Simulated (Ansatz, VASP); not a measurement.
**Si in VASP and in Ansatz**

```
Si
1.0
     0.00000    2.67751    4.67399
     2.43831    0.00000    4.67399
     2.43831    2.67751    0.00000
Si
4
Direct
  0.22023 0.22023 0.77977
  0.77977 0.77977 0.22023
  0.27261 0.72739 0.27261
  0.72739 0.27261 0.72739
```

Change from the starting cell: volume scaled by 1.02.

Alike in both runs: task single point; functional PBE; k mesh 8 × 8 × 8; occupations fermi-dirac, width 0.05 eV; no spin polarisation.

|  | VASP | Ansatz |
| --- | --- | --- |
| version | VASP 6.6.1 | Ansatz 0.2.0 |
| potentials or method | VASP PAW PBE potentials, release 64 (Si) | Ansatz PAW |
| plane-wave cutoff (eV) | 520 | 420 |
| valence electrons in the cell | 16 | 16 |

```csv
,VASP,Ansatz,Ansatz less VASP
gap on the k mesh at the Fermi level (eV),none,none,-
pressure (GPa),1.0,1.1,+0.06
largest component of the traceless stress (GPa),0.75,0.76,+0.013
rms of the force components (eV/Å),0.030,0.032,+0.0017
```

Atom by atom the forces differ by 0.002 eV/Å (rms over components). A gap of «none» marks a metal or a gap that the smearing closes. With one functional, cell and mesh, what is left measures potentials, basis and numerics.
